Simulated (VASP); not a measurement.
## How uniaxial stress along [111] changes InP (F-43m)

Wanted: the response of InP to uniaxial stress along [111], as a table, with a fit that predicts a row left out.

Calculated with VASP 6.6.1; LDA; plane waves and PAW (In_d, P), in the first sound run; inputs show where later runs differ.

### Step 1. Starting point

It takes space group F-43m (No. 216, cubic). Conventional cell: a = 5.869 Å, b = 5.869 Å, c = 5.869 Å, α = 90.00°, β = 90.00°, γ = 90.00°. In has 4 P at 2.54 Å nearest. Nearest to P lie 4 In at 2.54 Å. Farther neighbours are not listed.

Structure file:

```xyz
2
Lattice="0.0000 2.9345 2.9345 2.9345 0.0000 2.9345 2.9345 2.9345 0.0000" Properties=species:S:1:pos:R:3 pbc="T T T"
In    0.0000    0.0000    0.0000
P     1.4672    1.4672    1.4672
```

### Step 2. Relax the crystal, LDA

The series starts from the cell that this level prefers, so that zero strain is near zero stress.

This step took 2 runs in a row; the last is shown.

Level: LDA; plane waves and PAW (In_d, P).

File INCAR:

```
SYSTEM = InP
PREC = Accurate
ENCUT = 450
EDIFF = 1E-07
NELM = 120
ISMEAR = 0
SIGMA = 0.02
LREAL = .FALSE.
ALGO = Normal
GGA = CA
NBANDS = 15
LASPH = .TRUE.
LORBIT = 11
LWAVE = .FALSE.
LCHARG = .FALSE.
KPAR = 16
IBRION = 2
NSW = 40
ISIF = 3
EDIFFG = -0.005
POTIM = 0.4
```

File POSCAR:

```
InP
1.0
    0.0000000000      2.9143007958      2.9143007958
    2.9143007958      0.0000000000      2.9143007958
    2.9143007958      2.9143007958      0.0000000000
In P
1 1
Direct
    0.0000000000      0.0000000000      0.0000000000
    0.2500000000      0.2500000000      0.2500000000
```

File KPOINTS:

```
Automatic mesh
0
Gamma
9 9 9
0 0 0
```

Potentials, in the order of the species: In_d and P (LDA family, release 64).

Command:

```sh
> mpirun -np 16 vasp_std
```

What it wrote:

```text
[banner, memory and clock lines left out]
running   16 mpi-ranks, on    1 nodes
[...]
|                                                                             |
|           W    W    AA    RRRRR   N    N  II  N    N   GGGG   !!!           |
|           W    W   A  A   R    R  NN   N  II  NN   N  G    G  !!!           |
|           W    W  A    A  R    R  N N  N  II  N N  N  G       !!!           |
|           W WW W  AAAAAA  RRRRR   N  N N  II  N  N N  G  GGG   !            |
|           WW  WW  A    A  R   R   N   NN  II  N   NN  G    G                |
|           W    W  A    A  R    R  N    N  II  N    N   GGGG   !!!           |
|                                                                             |
|     For optimal performance we recommend to set                             |
|       NCORE = 2 up to number-of-cores-per-socket                            |
|     NCORE specifies how many cores store one orbital (NPAR=cpu/NCORE).      |
|     This setting can greatly improve the performance of VASP for DFT.       |
[...]
|     Unfortunately you need to use the default for GW and RPA                |
|     calculations (for HF NCORE is supported but not extensively tested      |
|     yet).                                                                   |
|                                                                             |

 LDA part: xc-table for (Slater(with rela. corr.)+CA(PZ))
 , standard interpolation
 POSCAR, INCAR and KPOINTS ok, starting setup
[...]
entering main loop
       N       E                     dE             d eps       ncg     rms          rms(c)
DAV:   1     0.105700730416E+03    0.10570E+03   -0.77610E+03  1050   0.123E+03
DAV:   2    -0.282393452327E+01   -0.10852E+03   -0.10462E+03  1134   0.290E+02
DAV:   3    -0.992338063212E+01   -0.70994E+01   -0.70669E+01  1421   0.768E+01
DAV:   4    -0.101084350260E+02   -0.18505E+00   -0.18500E+00  1282   0.134E+01
[...]
DAV:  11    -0.967374252878E+01   -0.35848E-05   -0.30430E-05  1617   0.873E-02    0.675E-02
DAV:  12    -0.967374019581E+01    0.23330E-05   -0.51618E-06  1337   0.205E-02    0.122E-02
DAV:  13    -0.967374017371E+01    0.22102E-07   -0.42628E-07  1302   0.357E-03
   1 F= -.96737402E+01 E0= -.96737402E+01  d E =-.967374E+01
[...]
reached required accuracy - stopping structural energy minimisation
```

It took 4.2 s on 16 MPI ranks of Intel Xeon Platinum 8488C (Sapphire Rapids), shared host; peak memory 2.5 GiB; 52 s of CPU time.

The logs omit lines about the potential files and the build; timing stands in the text.

Parts of OUTCAR (step 2):

```text
  Total       -0.0042519     -0.0042519     -0.0042519     -0.0000000      0.0000000     -0.0000000
  in kB       -0.1376124     -0.1376124     -0.1376124     -0.0000000      0.0000000     -0.0000000
  external PRESSURE =      -0.1376124 kB  Pullay stress =       0.0000000 kB

 POSITION                                       TOTAL-FORCE (eV/Angst)
 -----------------------------------------------------------------------------------
      0.00000      0.00000      0.00000         0.000000      0.000000      0.000000
      1.45715      1.45715      1.45715        -0.000000     -0.000000     -0.000000
 -----------------------------------------------------------------------------------
    total drift:                               -0.000000     -0.000000     -0.000000

  FREE ENERGIE OF THE ION-ELECTRON SYSTEM (eV)
  ---------------------------------------------------
  free  energy   TOTEN  =        -9.6737401737 eV

  energy  without entropy=       -9.6737401737  energy(sigma->0) =       -9.67374017

 reached required accuracy - stopping structural energy minimisation

[... 3 further parts left out ...]
[key lines of the parts left out:]
E-fermi :   5.2894
```

Read from the output:

| Quantity | Value |
| --- | --- |
| energy(sigma→0) of the program | -9.6737 eV |
| stress, compression positive | -0.01 along [111], -0.01 across it (mean), GPa |
| volume | 49.503 Å³ |
| ionic steps | 1 |

### Step 3. Strain across the axis, LDA

One member in full: the axis is strained by -0.5 %, and the two directions across it are strained alike until their mean stress is under 0.012 GPa or five steps are spent.

This step took 3 runs, each at a new trial strain with the atoms of the one before; the last is shown.

Level: LDA; plane waves and PAW (In_d, P); cell typed or built by script.

Edit INCAR of step 2 so:

```diff
@@ -15,7 +15,7 @@
 LCHARG = .FALSE.
-KPAR = 16
-IBRION = 2
-NSW = 40
-ISIF = 3
-EDIFFG = -0.005
-POTIM = 0.4
+KPAR = 4
+IBRION = 1
+NSW = 25
+ISIF = 2
+EDIFFG = -0.004
+POTIM = 0.3
```

File POSCAR:

```
InP
1.0
   -0.0119847440      2.9057216640      2.9057216640
    2.9057216640     -0.0119847440      2.9057216640
    2.9057216640      2.9057216640     -0.0119847440
In P
1 1
Direct
    0.9996409688      0.9996409688      0.9996409688
    0.2503590312      0.2503590312      0.2503590312
```

KPOINTS is that of step 2.

Command:

```sh
> mpirun -np 4 vasp_std
```

What it wrote:

```text
[banner, memory and clock lines left out]
running    4 mpi-ranks, on    1 nodes
[...]
LDA part: xc-table for (Slater(with rela. corr.)+CA(PZ))
 , standard interpolation
 POSCAR, INCAR and KPOINTS ok, starting setup
[...]
entering main loop
       N       E                     dE             d eps       ncg     rms          rms(c)
DAV:   1     0.107474344208E+03    0.10747E+03   -0.77838E+03  2557   0.121E+03
DAV:   2    -0.260970341603E+01   -0.11008E+03   -0.10586E+03  2725   0.293E+02
DAV:   3    -0.991826779493E+01   -0.73086E+01   -0.72715E+01  3306   0.779E+01
DAV:   4    -0.101085435402E+02   -0.19028E+00   -0.19020E+00  3136   0.138E+01
[...]
DAV:  11    -0.967326491131E+01   -0.34032E-05   -0.30638E-05  3993   0.883E-02    0.690E-02
DAV:  12    -0.967326251653E+01    0.23948E-05   -0.52872E-06  3278   0.209E-02    0.123E-02
DAV:  13    -0.967326249304E+01    0.23496E-07   -0.42740E-07  3187   0.360E-03
   1 F= -.96732625E+01 E0= -.96732625E+01  d E =-.967326E+01
 BRION: g(F)=  0.196E-07 g(S)=  0.000E+00
 reached required accuracy - stopping structural energy minimisation
```

It took 9.9 s on 4 MPI ranks; peak memory 0.65 GiB; 35 s of CPU time.

Parts of OUTCAR (step 3):

```text
  Total        0.0544708      0.0544708      0.0544708      0.0579836      0.0579836      0.0579836
  in kB        1.7676804      1.7676804      1.7676804      1.8816785      1.8816785      1.8816785
  external PRESSURE =       1.7676804 kB  Pullay stress =       0.0000000 kB

 POSITION                                       TOTAL-FORCE (eV/Angst)
 -----------------------------------------------------------------------------------
      5.79738      5.79738      5.79738        -0.000336     -0.000336     -0.000336
      1.45195      1.45195      1.45195         0.000336      0.000336      0.000336
 -----------------------------------------------------------------------------------
    total drift:                               -0.000091     -0.000091     -0.000092

  FREE ENERGIE OF THE ION-ELECTRON SYSTEM (eV)
  ---------------------------------------------------
  free  energy   TOTEN  =        -9.6732624930 eV

  energy  without entropy=       -9.6732624930  energy(sigma->0) =       -9.67326249

[... 1 part as in an earlier step ...]

[... 3 further parts left out ...]
[key lines of the parts left out:]
E-fermi :   5.3354
```

Read from the output:

| Property | Result |
| --- | --- |
| energy(sigma→0) of the program | -9.6733 eV |
| stress, compression positive | 0.55 along [111], -0.01 across it (mean), GPa |
| ionic steps | 1 |

### Step 4. Band edges, HSE06

Short lines in KPOINTS_OPT sample the zone centre along and across the axis, for masses, and the other valleys.

Level: HSE06; plane waves and PAW (In_d, P); cell typed or built by script.

File INCAR:

```
SYSTEM = InP
PREC = Accurate
ENCUT = 450
EDIFF = 1E-06
NELM = 100
ISMEAR = 0
SIGMA = 0.02
LREAL = .FALSE.
ALGO = Normal
LHFCALC = .TRUE.
AEXX = 0.25
GGA = PE
HFSCREEN = 0.2
LASPH = .TRUE.
NBANDS = 14
PRECFOCK = Fast
LWAVE = .FALSE.
LCHARG = .FALSE.
KPAR = 4
```

POSCAR is that of step 3.

File KPOINTS:

```
Automatic mesh
0
Gamma
5 5 5
0 0 0
```

File KPOINTS_OPT:

```
Line mode
6
Line-mode
Reciprocal
  0.00000000   0.00000000   0.00000000
  0.02664508   0.02664508   0.02664508

  0.00000000   0.00000000   0.00000000
 -0.01641787   0.01641787   0.00000000

  0.31000000   0.31000000   0.00000000
  0.50000000   0.50000000   0.00000000

  0.00000000   0.31000000   0.31000000
  0.00000000   0.50000000   0.50000000

  0.45000000   0.45000000   0.45000000
  0.50000000   0.50000000   0.50000000

  0.45000000   0.00000000   0.00000000
  0.50000000   0.00000000   0.00000000

  0.42500000   0.42500000   0.00000000
  0.42490463   0.44812300   0.02312300

  0.50000000   0.50000000   0.50000000
  0.48358213   0.51641787   0.50000000
```

Command:

```sh
> mpirun -np 4 vasp_std
```

What it wrote:

```text
[banner, memory and clock lines left out]
running    4 mpi-ranks, on    1 nodes
[...]
|                                                                             |
|               ----> ADVICE to this user running VASP <----                  |
|                                                                             |
|     You enforced a specific xc type in the INCAR file but a different       |
|     [... a line on the potential file left out ...]
|     I HOPE YOU KNOW WHAT YOU ARE DOING!                                     |
|                                                                             |

 LDA part: xc-table for (Slater+PW92), standard interpolation
 found WAVECAR, reading the header
 POSCAR, INCAR and KPOINTS ok, starting setup
[...]
reading WAVECAR
 the WAVECAR file was read successfully
 initial charge from wavefunction
 entering main loop
       N       E                     dE             d eps       ncg     rms          rms(c)
DAV:   1    -0.100202505265E+02   -0.10020E+02   -0.10940E+00   654   0.186E+01    0.393E+00
DAV:   2    -0.100248724915E+02   -0.46220E-02   -0.83473E-02   726   0.335E+00    0.488E+00
DAV:   3    -0.100206706194E+02    0.42019E-02   -0.80105E-03   806   0.153E+00    0.340E+00
DAV:   4    -0.100197429852E+02    0.92763E-03   -0.16038E-03   748   0.570E-01    0.217E+00
[...]
DAV:   8    -0.100195029831E+02    0.64140E-05   -0.34849E-06   622   0.202E-02    0.293E-01
DAV:   9    -0.100195017362E+02    0.12469E-05   -0.10870E-06   452   0.102E-02    0.175E-01
DAV:  10    -0.100195013007E+02    0.43549E-06   -0.60909E-07   368   0.735E-03
   1 F= -.10019501E+02 E0= -.10019501E+02  d E =-.138840E-14
 Start KPOINTS_OPT (optional k-point list driver)
k-point batch [1-19\48]
       N       E                     dE             ncg
DAV:   1     0.938059906560E+03   -0.27054E+04      532
DAV:   2    -0.167274126628E+04   -0.26108E+04      538
DAV:   3    -0.189373840732E+04   -0.22100E+03      682
DAV:   4    -0.190383958369E+04   -0.10101E+02      662
DAV:   5    -0.190412237417E+04   -0.28279E+00      824
DAV:   6    -0.190413331235E+04   -0.10938E-01      802
DAV:   7    -0.190413347496E+04   -0.16261E-03      816
DAV:   8    -0.190413347709E+04   -0.21258E-05      588
DAV:   9    -0.190413347738E+04   -0.29098E-06      578
[...]
k-point batch [39-48\48]
       N       E                     dE             ncg
DAV:   1     0.484667287027E+04   -0.53289E+04      286
DAV:   2     0.356764751357E+04   -0.12790E+04      304
DAV:   3     0.347393867931E+04   -0.93709E+02      358
DAV:   4     0.347099357221E+04   -0.29451E+01      378
DAV:   5     0.347087412570E+04   -0.11945E+00      448
DAV:   6     0.347087016035E+04   -0.39654E-02      432
DAV:   7     0.347087010065E+04   -0.59697E-04      436
DAV:   8     0.347087009972E+04   -0.92477E-06      332
```

Elapsed: 4.2 min, on 4 MPI ranks; peak memory 1.1 GiB; 15 min of CPU time.

Parts of OUTCAR (step 4):

```text
  LATTYP: Found a trigonal (rhomboedric) cell.
 ALAT       =     4.1093284623
 COS(alpha) =     0.4958712495

 Subroutine GETGRP returns: Found  6 space group operations
 (whereof  6 operations were pure point group operations)

The static configuration has the point symmetry C_3v.

 Found     19 irreducible k-points:

   k-points           NKPTS =     19   k-points in BZ     NKDIM =    125   number of bands    NBANDS=     14

   dimension x,y,z NGX =    28 NGY =   28 NGZ =   28
   dimension x,y,z NGXF=    56 NGYF=   56 NGZF=   56

   ENCUT  =  450.0 eV  33.07 Ry    5.75 a.u.   7.11  7.11  7.11*2*pi/ulx,y,z

   NELECT =      18.0000    total number of electrons

  exchange ACFDT corr.  =         0.00000000  see jH, gK, PRB 81, 115126

 E-fermi :   5.1540

 k-point     1 :       0.0000    0.0000    0.0000
  band No.  band energies     occupation
    ...
      5     -10.7691      2.00000
      6      -7.8557      2.00000
      7       5.0117      2.00000
      8       5.0117      2.00000
      9       5.0543      2.00000
     10       6.6616      0.00000
     11       9.9337      0.00000
     12       9.9337      0.00000
     13      10.0074      0.00000
     14      14.7427      0.00000

 k-point     2 :       0.2000    0.0000   -0.0000
  band No.  band energies     occupation
    ...
      5     -10.7680      2.00000
      6      -7.3604      2.00000
      7       2.1432      2.00000
      8       4.5656      2.00000
      9       4.6001      2.00000
     10       7.7523      0.00000
     11      10.5574      0.00000
     12      10.5999      0.00000
     13      10.7424      0.00000
     14      14.5354      0.00000

 POSITION                                       TOTAL-FORCE (eV/Angst)
 -----------------------------------------------------------------------------------
      5.79738      5.79738      5.79738        -0.001240     -0.001240     -0.001240
      1.45195      1.45195      1.45195         0.001240      0.001240      0.001240
 -----------------------------------------------------------------------------------
    total drift:                               -0.000078     -0.000064     -0.000097

  FREE ENERGIE OF THE ION-ELECTRON SYSTEM (eV)
  ---------------------------------------------------
  free  energy   TOTEN  =       -10.0195013007 eV

  energy  without entropy=      -10.0195013007  energy(sigma->0) =      -10.01950130

[... 1 part as in an earlier step ...]

[... 7 further parts left out ...]
```

This run gave:

```
energy(sigma→0) of the program : -10.0195 eV
```

### Step 5. The table

Hybrid runs start from orbitals of a short LDA run, not shown.

Runs beyond LDA use the data sets made with LDA; this shifts their levels slightly, and their total energies have another zero.

The other members went through these steps as far as the tables show, with the same cutoff and, step by step, the same mesh; 46 runs are not shown. The session took 3.0 core hours (wall time by ranks) on a shared machine.

```tsv
strain along the axis (%)	strain across the axis (%)	stress along the axis, tension positive (GPa)	energy above the unstrained row (meV/atom)	gap on the mesh, LDA (eV)
-2.000	0.489	-2.239	3.525	0.535
-1.500	0.362	-1.672	1.988	0.553
-1.000	0.239	-1.097	0.899	0.570
-0.500	0.117	-0.553	0.238	0.587
0	-0.007	0.010	0.000	0.602
0.500	-0.121	0.578	0.211	0.572
1.000	-0.237	1.139	0.857	0.541
1.500	-0.345	1.680	1.924	0.507
2.000	-0.453	2.241	3.428	0.472
```

Slopes at zero strain, from cubics through all rows: strain ratio -0.238, stress over strain 112 GPa.

Band edges at HSE06, counted from the valence-band top at Γ, with one row partly withheld:

```tsv
strain along the axis (%)	gap (eV)	conduction band at Γ (eV)	Δ or X valley along z (eV)	Δ or X valley along x (eV)	lowest conduction level at L, [111] (eV)	lowest conduction level at L, [-111] (eV)	second valence level below the top (eV)	third valence level below the top (eV)
-2.000	1.552	1.552	2.191	2.191	2.005	2.314	0.171	0.171
-1.500	1.572	1.572	2.236	2.236	2.084	2.316	0.129	0.129
-1.000	1.590	1.590	2.278	2.278	2.163	2.318	0.087	0.087
-0.500	1.607	1.607	2.318	2.318	2.245	2.321	0.043	0.043
0	1.621	1.621	2.353	2.353	2.324	2.323	0.000	0.000
0.500	1.589	1.589	2.341	2.341	?	2.282	0.000	0.043
1.000	1.555	1.555	2.326	2.326	2.393	2.241	0.000	0.086
1.500	1.518	1.518	2.307	2.307	2.426	2.199	0.000	0.131
2.000	1.478	1.479	2.285	2.285	2.458	2.158	0.000	0.174
```

Conduction masses, in electron masses:

```tsv
strain along the axis (%)	conduction mass at Γ, along the strain axis or the normal of the plane	conduction mass at Γ, across the strain axis or in the plane	L [111] mass, longitudinal	L [111] mass, transverse along [1-10]
-2.000	0.106	0.093	1.838	0.142
-1.500	0.103	0.093	1.865	0.143
-1.000	0.100	0.094	1.887	0.144
-0.500	0.097	0.094	1.945	0.145
0	0.094	0.094	1.984	0.145
0.500	0.091	0.095	2.040	0.146
1.000	0.088	0.095	2.088	0.147
1.500	0.086	0.095	2.139	0.148
2.000	0.083	0.095	2.179	0.148
```

### Step 6. Working out the slope

The quantity to fit is the splitting of the lowest conduction levels at the L points ([111] less [-111]) at HSE06: -0.309, -0.232, -0.154, -0.076, 0.001, 0.152, 0.227, 0.301 eV in the rows shown.

A least-squares parabola through the 8 rows shown, with d the strain along the axis less the strain across it, in %: E = − 2.86e-4 d² + 0.1235 d − 3.28e-4 (eV), r.m.s. residual 3.6e-4 eV.

At d = 0.6214 this predicts 0.0763 eV.

### Step 7. The withheld row

The calculation gives 0.0762 eV, so the prediction is 0.0001 eV too high.

The splitting is Ξu times 8/9 of d, with d as a fraction, so the linear term gives Ξu = 13.9 eV.

### Step 8. Results

```yaml
poisson_ratio: 0.238
young_s_modulus_along_the_axis: 112 GPa
gap_of_the_unstrained_cell_hse06: 1.62 eV
shear_deformation_potential_u_of_the_lowest_conduction_levels_at_l: 13.9 eV
error_of_the_predicted_row: 0.1 meV
```

In words: As a check, the curvature of the energy gives 113 GPa for the same modulus (energy per volume = E/2 × strain²), 1 % from the slope of the stress. At HSE06 the lowest conduction valley is Γ throughout, and the gap runs between 1.48 and 1.62 eV. Hole masses are left out throughout, since the top bands are degenerate or cross in many series; of conduction masses, those of the Γ, L and (for Si and Ge under (001) strain) Δ valleys are kept where they change by under an eighth between rows. HSE06 ran on a coarser mesh than the semilocal levels. Spin-orbit coupling is left out at HSE06, so the valence splittings there lack it. Δ or X levels are the lowest on their line, refined by a parabola unless they lie at X; the gap is read from all points sampled and can differ from the lowest valley by some meV, or by tens of meV where strain moves the valence top off Γ. Temperature, zero-point motion and excitons are left out.

[Lines on the potential files, build, host, timing and source positions are cut from VASP's logs without a mark.]

[Logs are printed without paths, hosts, clocks, repeated set-up lines and the standing remarks that a program may print on its own settings, such as how far it seeks lower states.]

[Hosts, paths, dates, database ids (printed as entryN), source tags and the programs' standing remarks are cut or masked in the printed files.]

[In band tables of VASP the shares of atoms and orbitals are scaled to a sum of 1 inside the atoms' spheres.]
